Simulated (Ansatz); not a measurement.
Structure relaxation of Fe

Level of theory: Ansatz, DFT PBE, scalar-relativistic, plane waves, PAW. Cutoff 420 eV, Γ-centred k mesh, Gaussian smearing, collinear spin, first started from parallel moments.

Fe was placed on the simple cubic structure type (Pm-3m, No. 221), at a guessed volume.

```
Fe
1.0
     2.30749    0.00000    0.00000
     0.00000    2.30749    0.00000
     0.00000    0.00000    2.30749
Fe
1
Direct
  0.00000 0.00000 0.00000
```

Steps on the 8×8×8 mesh (1 atom). 4 of 4 steps are shown, and the free energy counts from the last. Trial steps that were taken back and renewals of the plane-wave basis can be among the rows.

```
step  ΔF (meV/atom) V (Å³/atom) P (GPa)
   1           32.5        12.29    11.88
   2            8.3        12.74     5.66
   3            0.6        13.18     0.10
   4            0.0        13.18     0.18
```

A final relaxation ran on a 24×24×24 mesh. The relaxed crystal, Pm-3m (No. 221):

```
Fe
1.0
     2.37113    0.00000    0.00000
     0.00000    2.37113    0.00000
     0.00000    0.00000    2.37113
Fe
1
Direct
  0.00000 0.00000 0.00000
```

For Fe, the volume per atom is 13.33 Å³ and the density is 6.96 g/cm³. The energy over the standard structure is 0.77 eV/atom, the gap on the 24×24×24 mesh is 0 eV (a metal) and the net moment per atom is 2.42 μB. The largest site moment is 2.39 μB.

Energies count from the standard state of Fe at the same level.

The final run used a 24×24×24 mesh on its 1-atom cell and 0.10 eV smearing. For metals, differences of a few meV/atom aren't resolved.

A structure relaxed within its symmetry needn't be a true minimum.